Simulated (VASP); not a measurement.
# SnO2 (Cassiterite) (P4_2/mnm) in VASP: a series of runs, part 2 of 3

VASP 6.6.1. Earlier steps stand in the parts before.

### 3 Dielectric tensor, PBE

Input file INCAR:

```
SYSTEM = SnO2
PREC = Normal
ENCUT = 400
EDIFF = 1E-8
ISMEAR = 0
SIGMA = 0.01
LREAL = .FALSE.
LASPH = .TRUE.
NELM = 100
ALGO = Normal
ISIF = 2
LWAVE = .FALSE.
LCHARG = .FALSE.
GGA = PE
LEPSILON = .TRUE.
```

Input file KPOINTS:

```
regular mesh
0
G
  6 6 8
  0 0 0
```

Input file POSCAR:

```
SnO2
1.0
    4.7380000000      0.0000000000      0.0000000000
    0.0000000000      4.7380000000      0.0000000000
    0.0000000000      0.0000000000      3.1865000000
Sn O
2 4
Direct
    0.5000000000      0.5000000000      0.5000000000
    0.0000000000      0.0000000000      0.0000000000
    0.8071000000      0.1929000000      0.5000000000
    0.6929000000      0.6929000000      0.0000000000
    0.1929000000      0.8071000000      0.5000000000
    0.3071000000      0.3071000000      0.0000000000
```

Potentials or basis: VASP PAW PBE potentials, release 64 (Sn_d, O).

On the command line:

```bash
> cat potpaw_PBE.64/Sn_d/POTCAR potpaw_PBE.64/O/POTCAR > POTCAR
> mpirun -np 1 vasp_std > vasp.out
```

OUTCAR:

```text
SYSTEM = SnO2
   PREC = Normal
   ENCUT = 400
   EDIFF = 1E-8
   ISMEAR = 0
   LREAL = .FALSE.
   LASPH = .TRUE.
   NELM = 100
   ISIF = 2
   GGA = PE
   LEPSILON = .TRUE.

 Found     50 irreducible k-points:

 Following reciprocal coordinates:
            Coordinates               Weight
  0.000000  0.000000  0.000000      1.000000
  0.166667  0.000000  0.000000      4.000000
  0.333333  0.000000  0.000000      4.000000
  0.500000  0.000000  0.000000      2.000000
  0.166667  0.166667  0.000000      4.000000
  0.333333  0.166667  0.000000      8.000000
   k-points           NKPTS =     50   k-points in BZ     NKDIM =     50   number of bands    NBANDS=     31
   number of dos      NEDOS =    301   number of ions     NIONS =      6
   total plane-waves  NPLWV =   9216
   dimension x,y,z NGX =    24 NGY =   24 NGZ =   16
   dimension x,y,z NGXF=    48 NGYF=   48 NGZF=   32
   ions per type =               2   4
   NGX,Y,Z   is equivalent  to a cutoff of   8.42,  8.42,  8.35 a.u.
   NGXF,Y,Z  is equivalent  to a cutoff of  16.84, 16.84, 16.70 a.u.
 SYSTEM =  SnO2
   PREC   = normal    normal or accurate (medium, high low for compatibility)
   ISTART =      0    job   : 0-new  1-cont  2-samecut
   ICHARG =      2    charge: 1-file 2-atom 10-const
   ISPIN  =      1    spin polarized calculation?
   LNONCOLLINEAR =      F non collinear calculations
   LSORBIT =      F    spin-orbit coupling
   LASPH  =      T    aspherical Exc in radial PAW
   ENCUT  =  400.0 eV  29.40 Ry    5.42 a.u.   7.73  7.73  5.20*2*pi/ulx,y,z
   NELM   =    100;   NELMIN=  2; NELMDL= -5     # of ELM steps
   EDIFF  = 0.1E-07   stopping-criterion for ELM
   LREAL  =      F    real-space projection
   EDIFFG = 0.1E-06   stopping-criterion for IOM
   NSW    =      0    number of steps for IOM
   IBRION =     -1    ionic relax: 0-MD 1-quasi-New 2-CG
   NFREE  =      0    steps in history (QN), initial steepest desc. (CG)
   ISIF   =      2    stress and relaxation
   ISYM   =      2    0-nonsym 1-usesym 2-fastsym
   POTIM  = 0.5000    time-step for ionic-motion
   TEBEG  =    0.0;   TEEND  =   0.0 temperature during run
   PSTRESS=    0.0 pullay stress
   NELECT =      52.0000    total number of electrons
   NUPDOWN=      -1.0000    fix difference up-down
   EMIN   =  10.00;   EMAX   =-10.00  energy-range for DOS
   EFERMI =   0.00;   METHOD = LEGACY
   ISMEAR =     0;   SIGMA  =   0.01  broadening in eV -4-tet -1-fermi 0-gaus
   EFERMI_NEDOS =   21; number of points for ismear=-14 and -15
   IALGO  =     38    algorithm
   IMIX   =      4    mixing-type and parameters
     AMIX     =   0.40;   BMIX     =  1.00
     AMIX_MAG =   1.60;   BMIX_MAG =  1.00
  volume/ion in A,a.u.               =      11.92        80.45
  Fermi-wavevector in a.u.,A,eV,Ry     =   1.472000  2.781677 29.480903  2.166785
  Thomas-Fermi vector in A             =   2.587068
   LORBIT       =      0    0 simple, 1 ext, 2 COOP (PROOUT), +10 PAW based schemes
   GGA     = PE    functional components
   LHFCALC =     F    Hartree Fock is set to
   AEXX    =    0.0000 exact exchange contribution
   IVDW    =     0    specifies the selected vdW correction
   LEPSILON=     T    determine dielectric tensor
   LRPA    =     F    only Hartree local field effects (RPA)
 non-spin polarized calculation
 Gauss-broadening in eV      SIGMA  =   0.01
[... 230 lines left out ...]
 VOLUME and BASIS-vectors are now :
 -----------------------------------------------------------------------------
  energy-cutoff  :      400.00
  volume of cell :       71.53
      direct lattice vectors                 reciprocal lattice vectors
     4.738000000  0.000000000  0.000000000     0.211059519  0.000000000  0.000000000
     0.000000000  4.738000000  0.000000000     0.000000000  0.211059519  0.000000000
     0.000000000  0.000000000  3.186500000     0.000000000  0.000000000  0.313823945

 POSITION                                       TOTAL-FORCE (eV/Angst)
 -----------------------------------------------------------------------------------
      2.36900      2.36900      1.59325        -0.000000      0.000000      0.000000
      0.00000      0.00000      0.00000        -0.000000      0.000000      0.000000
      3.82404      0.91396      1.59325        -0.214327      0.214327     -0.000000
      3.28296      3.28296      0.00000         0.214327      0.214327     -0.000000
      0.91396      3.82404      1.59325         0.214327     -0.214327      0.000000
      1.45504      1.45504      0.00000        -0.214327     -0.214327      0.000000
 -----------------------------------------------------------------------------------
    total drift:                                0.000000     -0.000000     -0.000000

  FREE ENERGIE OF THE ION-ELECTRON SYSTEM (eV)
  ---------------------------------------------------
  free  energy   TOTEN  =       -37.2488271998 eV

  energy  without entropy=      -37.2488271998  energy(sigma->0) =      -37.24882720

 HEAD OF MICROSCOPIC STATIC DIELECTRIC TENSOR (INDEPENDENT PARTICLE, excluding Hartree and local field effects)
 ------------------------------------------------------
           4.329570     0.000000     0.000000
           0.000000     4.329570     0.000000
           0.000000     0.000000     4.634399
 ------------------------------------------------------

 Free energy of the ion-electron system (eV)
  ---------------------------------------------------
  ---------------------------------------------------
  free energy    TOTEN  =        -0.68366809 eV

  energy without entropy =       -0.68366809

------------------------ aborting loop because EDIFF is reached ----------------------------------------

--------------------------------------- Ionic step        2  -------------------------------------------

------------------------ aborting loop because EDIFF is reached ----------------------------------------

--------------------------------------- Ionic step        3  -------------------------------------------

 Free energy of the ion-electron system (eV)
  ---------------------------------------------------
  ---------------------------------------------------
  free energy    TOTEN  =        -0.74632958 eV

  energy without entropy =       -0.74632958

------------------------ aborting loop because EDIFF is reached ----------------------------------------

 PIEZOELECTRIC TENSOR FIELD DIRECTION 3  (e Angst)
 -----------------------------------------------------------------------------
     0.00150  0.00000  0.00000           ( -0.00001  0.00000  0.00000)
    -0.00000  0.00150  0.00000           (  0.00000 -0.00001  0.00000)
     0.00000  0.00000 -0.00481           (  0.00000  0.00000 -0.00016)

 PIEZOELECTRIC TENSOR FIELD DIRECTION 3  (C/m^2)
 -----------------------------------------------------------------------------
     0.00034  0.00000  0.00000
    -0.00000  0.00034  0.00000
     0.00000  0.00000 -0.00108

 MACROSCOPIC STATIC DIELECTRIC TENSOR (including local field effects in DFT)
 ------------------------------------------------------
           4.255902     0.000000     0.000000
           0.000000     4.255902     0.000000
           0.000000     0.000000     4.550693
 ------------------------------------------------------

 PIEZOELECTRIC TENSOR (including local field effects)  for field in x, y, z        (e  Angst)
          XX          YY          ZZ          XY          YZ          ZX
  --------------------------------------------------------------------------------
  x     0.00000     0.00000     0.00000     0.00000     0.00000     0.00000
  y     0.00000     0.00000     0.00000     0.00000     0.00000     0.00000
  z     0.00000     0.00000     0.00000     0.00000     0.00000     0.00000

 PIEZOELECTRIC TENSOR (including local field effects)  for field in x, y, z        (C/m^2)
          XX          YY          ZZ          XY          YZ          ZX
  --------------------------------------------------------------------------------
  x     0.00000     0.00000     0.00000     0.00000     0.00000     0.00000
  y     0.00000     0.00000     0.00000     0.00000     0.00000     0.00000
  z     0.00000     0.00000     0.00000     0.00000     0.00000     0.00000

 BORN EFFECTIVE CHARGES (including local field effects) (in |e|, cummulative output)
 ---------------------------------------------------------------------------------
 ion    1
    1     4.07649    -0.44520     0.00000
    2    -0.44520     4.07649     0.00000
    3     0.00000     0.00000     4.46204
 ion    2
    1     4.07649     0.44520     0.00000
    2     0.44520     4.07649     0.00000
    3     0.00000     0.00000     4.46204
 ion    3
    1    -2.03825     0.69284     0.00000
    2     0.69284    -2.03825     0.00000
    3     0.00000     0.00000    -2.23102
 ion    4
    1    -2.03825    -0.69284     0.00000
    2    -0.69284    -2.03825     0.00000
    3     0.00000     0.00000    -2.23102
 ion    5
    1    -2.03825     0.69284     0.00000
    2     0.69284    -2.03825     0.00000
    3     0.00000     0.00000    -2.23102
 ion    6
    1    -2.03825    -0.69284     0.00000
    2    -0.69284    -2.03825     0.00000
    3     0.00000     0.00000    -2.23102
```

OSZICAR:

```text
N       E                     dE             d eps       ncg     rms          rms(c)
DAV:   1     0.586765795313E+03    0.58677E+03   -0.22857E+04  3338   0.225E+03
DAV:   2     0.387170266569E+02   -0.54805E+03   -0.52826E+03  3627   0.608E+02
[... 12 lines left out ...]
RMM:   5    -0.745796531117E+00   -0.41224E-02   -0.70407E-04  5849   0.157E-01    0.320E-02
RMM:   6    -0.746064878856E+00   -0.26835E-03   -0.74358E-05  5317   0.492E-02    0.432E-03
RMM:   7    -0.746257177964E+00   -0.19230E-03   -0.14362E-05  5823   0.162E-02    0.120E-03
RMM:   8    -0.746322446896E+00   -0.65269E-04   -0.19221E-06  5948   0.460E-03    0.348E-04
RMM:   9    -0.746332902548E+00   -0.10456E-04   -0.31836E-09  5900   0.126E-03    0.114E-04
RMM:  10    -0.746328925169E+00    0.39774E-05    0.30632E-07  5760   0.407E-04    0.506E-05
RMM:  11    -0.746329578697E+00   -0.65353E-06    0.59082E-08  4294   0.146E-04    0.560E-06
```

stdout:

```text
POSCAR found type information on POSCAR SnO
 POSCAR found :  2 types and       6 ions
 scaLAPACK will be used
 LDA part: xc-table for (Slater+PW92), standard interpolation
 POSCAR, INCAR and KPOINTS ok, starting setup
 FFT: planning ... GRIDC
 FFT: planning ... GRID_SOFT
[... 101 lines left out ...]
 onal to |phi(0)> (2.298337878258172E-004,2.764455331316640E-014)
 LRF_COMMUTATOR internal error: the vector H(1)-e(1) S(1) |phi(0)> is not orthog
 onal to |phi(0)> (-1.107832851874324E-004,4.840572387365683E-014)
 LRF_COMMUTATOR internal error: the vector H(1)-e(1) S(1) |phi(0)> is not orthog
 onal to |phi(0)> (1.107832896758421E-004,1.721713049906981E-014)
 LRF_COMMUTATOR internal error: the vector H(1)-e(1) S(1) |phi(0)> is not orthog
 onal to |phi(0)> (-2.389055018690578E-004,-2.468858451010192E-014)
 LRF_COMMUTATOR internal error: the vector H(1)-e(1) S(1) |phi(0)> is not orthog
 onal to |phi(0)> (2.389055018116593E-004,7.163714066393823E-014)
 LRF_COMMUTATOR intern
```

Wall time 5.7 min (1 thread of AMD EPYC 9R14 (Zen 4), shared host); peak memory 0.37 GiB.

These settings aren't checked as converged: the numbers below hold their error.

What came out:

```
Band gap on the k mesh                  : 1.27 eV, direct
Electronic dielectric tensor (diagonal) : 4.26, 4.26, 4.55
Born charges (mean of the diagonal)     : Sn +4.21; O -2.10 e
```

Caveat: spin-orbit coupling is left out, which moves the levels of the heavy elements.

(Continued in part 3 of 3.)
